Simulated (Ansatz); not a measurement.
The geometry is COD entry 2106431, unchecked; take it as a test cell.

An input for O: DFT, PBE, all-electron LAPW, scalar-relativistic (Ansatz 0.2.0).

Command: `ansatz run input.yaml --threads 1 --pin off --max-ram 2048MiB --backend cpu --events-out ev --progress --plain --runs-dir out` The run took about 30 s on 1 thread of a shared machine.

```yaml
crystal:
  lattice:
    - [1.4233490221, 0.821770941, 3.4083]
    - [-1.4233490221, 0.821770941, 3.4083]
    - [0.0, -1.6435418821, 3.4083]
  atoms:
    - { symbol: O, position: [0.0577, 0.0577, 0.0577] }
    - { symbol: O, position: [0.9423, 0.9423, 0.9423] }
kpoints:
  mp_grid: { grid: [10, 10, 10] }
  band_path:
    path:
      - [0.0, 0.0, 0.0]
      - [0.5, 0.5, 0.5]
      - [0.7945777149, 0.2054222851, 0.5]
      - [0.5, -0.2054222851, 0.2054222851]
      - [0.5, 0.0, 0.0]
      - [0.0, 0.0, 0.0]
      - [0.3527111426, -0.3527111426, 0.0]
      - [0.6472888574, 0.0, 0.3527111426]
      - [0.5, 0.0, 0.5]
    npoints: 8
scf:
  occupations: { method: fermi_dirac, width: 0.02 }
hamiltonian:
  xc: pbe
  pseudopotentials: { kind: all_electron, lapw: { basis_error: 0.0005 } }
output:
  forces: true
  stress: true
  eigenvalues: true
  populations: true
  dos: { projected: true, de: 0.2, e_range: [-14, 8] }
```

Set-up and iterations as logged by Ansatz (the results part is left out, to be predicted):

```
O: projections on atomic orbitals take those of the free atom 1s2 2s2 2p4, of charge +0.00 (hamiltonian.pseudopotentials.projection_atoms)
LAPW: plane waves up to 16.240 Å⁻¹, error target 5.0e-4 eV per atom; small_component_spin mean_spin; O in spheres of 0.590 Å, 8 of its electrons in bands, Dirac shells []
Engine: ansatz 0.2.0
Pseudopotentials: kind: all_electron
Pseudopotential: O, LAPW, valence charge 8, Koelling and Harmon's equation, gaussian nucleus
Functional definition: PBE
  parameter kappa = 0.804
  parameter beta = 0.06672455060314922
  exchange = pbe_x(kappa = kappa, mu = beta*pi^2/3)
  correlation = pbe_c(beta = beta)
Crystal: 2 atoms, lattice volume = 23.919 Å³
Basis set: ecut = 1004.8333317966653 eV, 1739 PW (Γ), FFT grids on a1−a3, a2−a3, a3, exchange–correlation at level 2
Bands: 12, of which v1, the nominal top of the filled ones, is band 8 counted from 1 (7 counted from 0)
Symmetry: 12 space group operations
Space group: R-3m (ITA 166), of the structure as read, at distance tolerance 2.9e-5 Å
k-points: 116 of 1000
Non-local potential: O, projectors of the file, none
Initial density: superposition of atomic densities (chi_scale 0.1, normalization cell)
Initial wavefunctions: plane waves of lowest kinetic energy (no species holds an atomic orbital)
Functional: x = pbe(κ = 0.804, μ = 0.2195149727645171), c = pbe(β = 0.06672455060314922)
iter 1 solved again at ethr=3.00e-3 eV; its pass at ethr=1.00e-1 eV (dr2=4.79e-1 eV) is discarded
SCF iter   1: F=—  HF=-4091.555571 eV  |F-HF|=—  |Δ(HF+E_count)|=         —  Δρ=6.01e-2  dr2=4.75e-1  ethr=3.00e-3  ⟨swp⟩=2.1  Hψ=8940  notcnv=0
SCF iter   2: F=—  HF=-4091.336159 eV  |F-HF|=—  |Δ(HF+E_count)|=   2.19e-1  Δρ=2.63e-2  dr2=6.38e-2  ethr=2.97e-3  ⟨swp⟩=3.0  Hψ=4640  notcnv=0
iter 3 solved again at ethr=1.60e-5 eV; its pass at ethr=3.99e-4 eV (dr2=2.56e-3 eV) is discarded
SCF iter   3: F=—  HF=-4091.321101 eV  |F-HF|=—  |Δ(HF+E_count)|=   1.51e-2  Δρ=5.69e-3  dr2=2.56e-3  ethr=1.60e-5  ⟨swp⟩=2.0  Hψ=7431  notcnv=0
SCF iter   4: F=—  HF=-4091.322217 eV  |F-HF|=—  |Δ(HF+E_count)|=         —  Δρ=1.06e-3  dr2=1.00e-4  ethr=1.60e-5  ⟨swp⟩=3.0  Hψ=4075  notcnv=0
the basis was enlarged: its passes take 86.0 KiB over the memory plan, 1 of 1 planned eigensolver slots
SCF iter   5: F=—  HF=-4091.322268 eV  |F-HF|=—  |Δ(HF+E_count)|=   5.15e-5  Δρ=1.14e-4  dr2=1.39e-6  ethr=6.28e-7  ⟨swp⟩=3.0  Hψ=3626  notcnv=0
SCF iter   6: F=-4091.322270 eV  HF=-4091.322270 eV  |F-HF|=2.46e-9  |Δ(HF+E_count)|=   1.22e-6  Δρ=1.35e-5  dr2=2.77e-8  ethr=8.71e-9  ⟨swp⟩=3.0  Hψ=3509  notcnv=0
```

Solid oxygen carries moments on its molecules; these runs leave spin out.

Question: What pressure will this run report?

Answer: 5.36 GPa (positive in compression).

Question: How large will the largest force be?

Answer: 2.628 eV/Å.

Question: Is there a band gap?

Answer: none: bands cross the Fermi level, a metal.
